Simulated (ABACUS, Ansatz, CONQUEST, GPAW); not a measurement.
**Cost and result for the equilibrium volume of Cu**

It takes space group Fm-3m (No. 225, cubic). The conventional cell has a = 3.615 Å, b = 3.615 Å, c = 3.615 Å, α = 90.00°, β = 90.00°, γ = 90.00°. Cu (site symmetry m-3m) has 12 Cu at 2.56 Å as nearest neighbours.

| rung | level | program and potentials | cutoff (eV) | k mesh | smearing | task | core time | chip | equilibrium volume (Å³/atom) | notes |
| --- | --- | --- | --- | --- | --- | --- | --- | --- | --- | --- |
| GGA + dispersion | BLYP+D4 | Ansatz, all-electron LAPW, scalar-relativistic | - | 13 × 13 × 13 | fermi-dirac 0.05 | relaxation of cell and atoms | 15 s | Intel Xeon Platinum 8488C Sapphire Rapids | 11.43 | - |
| GGA | PBEsol | Ansatz, all-electron LAPW, scalar-relativistic | - | 13 × 13 × 13 | fermi-dirac 0.05 | relaxation of cell and atoms | 15 s | Arm Neoverse V2 | 11.31 | - |
| GGA + dispersion | BLYP+D3(BJ) | Ansatz, all-electron LAPW, scalar-relativistic | - | 13 × 13 × 13 | fermi-dirac 0.05 | relaxation of cell and atoms | 16 s | Arm Neoverse V2 | 11.12 | - |
| GGA + dispersion | RPBE+D4 | Ansatz, all-electron LAPW, scalar-relativistic | - | 13 × 13 × 13 | fermi-dirac 0.05 | relaxation of cell and atoms | 17 s | Arm Neoverse V2 | 11.21 | - |
| GGA + dispersion | revPBE+D4 | Ansatz, all-electron LAPW, scalar-relativistic | - | 13 × 13 × 13 | fermi-dirac 0.05 | relaxation of cell and atoms | 18 s | Arm Neoverse V2 | 11.22 | - |
| GGA | revPBE | Ansatz, all-electron LAPW, scalar-relativistic | - | 13 × 13 × 13 | fermi-dirac 0.05 | relaxation of cell and atoms | 18 s | Arm Neoverse V2 | 12.25 | - |
| GGA + dispersion | PBEsol+D4 | Ansatz, all-electron LAPW, scalar-relativistic | - | 13 × 13 × 13 | fermi-dirac 0.05 | relaxation of cell and atoms | 25 s | Intel Xeon Platinum 8175M Skylake/Cascade Lake | 11.03 | - |
| GGA + dispersion | BLYP+D3(zero damping) | GPAW, PAW data sets generated for this functional | 600 | 13 × 13 × 13 | fermi-dirac 0.05 | equation of state | 44 s | Arm Neoverse V2 | 11.24 | - |
| GGA | OLYP | ABACUS, SG15 ONCV 1.2 PBE, plane waves | 1252 | 10 × 10 × 10 | fermi-dirac 0.05 | relaxation of cell and atoms | 50 s | AMD EPYC 9R14 Zen 4 | 12.36 | potentials made for PBE |
| non-local van der Waals functional | optB88-vdW | GPAW, GPAW PAW data sets (gpaw-data 1.2.1) | 600 | 13 × 13 × 13 | fermi-dirac 0.05 | equation of state | 52 s | Arm Neoverse V1 | 12.42 | potentials made for PBE |
| GGA | OLYP | GPAW, PAW data sets generated for this functional | 600 | 13 × 13 × 13 | fermi-dirac 0.05 | equation of state | 61 s | Arm Neoverse V1 | 12.33 | - |
| non-local van der Waals functional | C09-vdW | GPAW, GPAW PAW data sets (gpaw-data 1.2.1) | 600 | 13 × 13 × 13 | fermi-dirac 0.05 | equation of state | 65 s | Arm Neoverse V1 | 11.85 | potentials made for PBE |
| GGA + dispersion | PW91+D3(BJ) | GPAW, PAW data sets generated for this functional | 600 | 13 × 13 × 13 | fermi-dirac 0.05 | equation of state | 73 s | Arm Neoverse V1 | 11.63 | - |
| GGA + dispersion | BLYP+D4 | GPAW, PAW data sets generated for this functional | 600 | 13 × 13 × 13 | fermi-dirac 0.05 | equation of state | 73 s | Arm Neoverse V1 | 11.48 | - |
| GGA | PBE | CONQUEST, PseudoDojo NC PBE, DZ, grid of 32 × 32 × 40 points | - | 10 × 10 × 7 | fermi-dirac 0.05 | equation of state | 9 min | Intel Xeon Platinum 8488C Sapphire Rapids | 11.67 | atomic basis; cell of 2 atoms |

Times are single runs on shared hosts and different chips, so they are rough; meshes, cutoffs and the tasks' sizes weigh on the time. All rows: no spin polarisation. Smearing widths are in eV. For a metal such meshes aren't converged. Meshes differ between rows, which moves values too. Meshes are those of the run's cell of 1 atom unless a note names another. Relaxations start from the cell shown or near it and stop with a little pressure left. Misses use the values as printed. Runs on faulty files, with rough fits or with known faults for this quantity aren't shown. No row holds spin-orbit coupling.

Measured: 11.81 Å³/atom at 298 K (pmc:10490242, doi:10.3390/nano13172448).

**Question.** Which of the timed runs without a coarse mesh or an atomic basis is the cheapest that comes within 1.5 % of the measured equilibrium volume?

**Answer.** C09-vdW (GPAW, GPAW PAW data sets (gpaw-data 1.2.1)): 11.85 Å³/atom in 65 s. One crystal doesn't make the level reliable, since errors can cancel. The runs are for a static lattice, while measurements hold temperature and zero-point motion.
